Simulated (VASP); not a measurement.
Here is a VASP 6.6.1 calculation.

Contents of INCAR:

```
  ALGO = Fast
  DIPOL = 0.5 0.5 0.296
  EDIFF = 1E-7
  ENCUT = 520
  GGA = PE
  IDIPOL = 3
  ISIF = 2
  ISMEAR = 0
  LASPH = True
  LCHARG = False
  LDIPOL = True
  LREAL = False
  LWAVE = False
  NBANDS = 9
  NELM = 100
  PREC = Accurate
  SIGMA = 0.02
```

KPOINTS

```
k-points
0
Gamma
  12 12 1
```

File POSCAR:

```
LiH
1.0
    3.0740680692     -0.0000003414      0.0000000000
   -1.5370337390      2.6622212116      0.0000000000
    0.0000000000      0.0000000000     25.3271890000
Li H
1 1
Direct
    0.3333333333      0.6666666667      0.2961374634
    0.0000000000      0.0000000000      0.2961114435
```

Potentials or basis: VASP PAW PBE potentials, release 64 (Li_sv, H).

The run is started by

```sh
$ cat potpaw_PBE.64/Li_sv/POTCAR potpaw_PBE.64/H/POTCAR > POTCAR
$ mpirun -np 1 vasp_std > vasp.out
```

Task: What does it give for the band gap on the k mesh?

Result: 3.47 eV, indirect (least direct gap 5.36 eV).

Forces in eV/Å, atoms in the order of the input:
```
Li   0.000  0.000 -0.002
H    0.000  0.000  0.002
```
